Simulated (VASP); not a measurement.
A run of VASP 6.6.1:

The input INCAR:

```
SYSTEM = Ru
ALGO = Normal ; EDIFF = 1E-7
EDIFFG = -0.01 ; ENCUT = 600
GGA = PE ; IBRION = 2
ISIF = 4 ; ISMEAR = 1
IVDW = 12 ; LASPH = .TRUE.
LCHARG = .FALSE. ; LREAL = .FALSE.
LWAVE = .FALSE. ; NELM = 80
NSW = 40 ; PREC = Accurate
SIGMA = 0.1
```

The input KPOINTS:

```
k-points
0
G
  15 15 9
  0 0 0
```

POSCAR

```
Ru                                      
1.0
    2.7486098124     -0.0000000000      0.0000000000
   -1.3743049062      2.3803659227      0.0000000000
    0.0000000000      0.0000000000      4.3536592470
  Ru            
     2
Direct
     0.3333333332999970    0.6666666667000030    0.2500000000000000
     0.6666666667000030    0.3333333332999970    0.7500000000000000
```

Potentials or basis: VASP PAW PBE potentials, release 64 (Ru_pv).

Run with:

```sh
$ cat potpaw_PBE.64/Ru_pv/POTCAR > POTCAR
$ mpirun -np 1 vasp_std > vasp.out
```

Hardware: 1 thread of Intel(R) Xeon(R) Platinum 8488C (Sapphire Rapids) (shared host).

Question: Estimate the wall time of this run.

Answer: It took 58 s on 1 thread of Intel(R) Xeon(R) Platinum 8488C (Sapphire Rapids) (shared host), peak memory 0.21 GiB. Counts: scf iterations 25, k points 135, ion steps 3.
